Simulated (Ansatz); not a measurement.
Band structure of Os

```
Os
1.0
     0.00000    1.92825    1.92825
     1.92825    0.00000    1.92825
     1.92825    1.92825    0.00000
Os
1
Direct
  0.00000 0.00000 0.00000
```

The structure comes from a relaxation in the same program, started in the fcc type, and has space group Fm-3m. Whether it is a known phase or the ground state wasn't checked.

Spin–orbit coupling is left out, though it moves levels of the heavy atoms by tenths of an eV or more.

Method: DFT, PBE, all-electron LAPW, scalar-relativistic in Ansatz 0.2.0.

Settings: a Γ-centred 17×17×17 k mesh, Fermi–Dirac smearing of 0.05 eV, basis error target 1 meV/atom, no spin polarisation.

Points in fractions of the reciprocal vectors of this cell: Γ (0, 0, 0), X (0.5, 0, 0.5), U (0.625, 0.25, 0.625), K (0.375, 0.375, 0.75), L (0.5, 0.5, 0.5), W (0.5, 0.25, 0.75). The path joins them by straight lines in the order Γ–X–U–K–Γ–L–W–X; legs that retrace an earlier one aren't tabulated. Energies are in eV from the Fermi level.

Problem. Is there a gap?

Solution. none: bands cross the Fermi level, a metal.

Problem. List the levels between -5 and 5 eV at the symmetry points.

Solution. 
Γ: -2.90 (×3), 0.06 (×2)
X: 2.27, 2.35, 3.06 (×2)
U: -1.97, 0.31, 2.06
K: -1.97, 0.31, 2.06
L: -3.05 (×2), -0.23, 2.39 (×2)
W: -4.05 (×2), -0.78, 3.07
